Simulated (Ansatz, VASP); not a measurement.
**Cu: VASP beside Ansatz**

```
Cu
1.0
     2.50366    0.00000    0.00000
    -1.25183    2.16823    0.00000
     0.00000    0.00000   24.57559
Cu
6
Direct
  0.00000 0.00000 0.37376
  0.66667 0.33333 0.28961
  0.33333 0.66667 0.45799
  0.00000 0.00000 0.62624
  0.66667 0.33333 0.54201
  0.33333 0.66667 0.71039
```

Alike in both runs: task single point; functional PBE; k mesh 9 × 9 × 1; occupations gaussian, width 0.1 eV; no spin polarisation.

```csv
,VASP,Ansatz
version,VASP 6.6.1,Ansatz 0.2.0
potentials or method,"VASP PAW PBE potentials, release 64 (Cu)","scalar-relativistic, plane waves, PAW"
plane-wave cutoff (eV),520,420
valence electrons in the cell,66,114
```

Ansatz gave:

* gap on the k mesh at the Fermi level (eV): none
* rms of the force components (eV/Å): 0.072

What did VASP give for the same quantities?

gap on the k mesh at the Fermi level (eV): none; rms of the force components (eV/Å): 0.077.

Atom by atom the forces differ by 0.006 eV/Å (rms over components). A gap of «none» marks a metal or a gap that the smearing closes. The functional is the same, so the differences come from potentials, cutoffs and numerics. The two sets of potentials don't hold the same shells in valence.
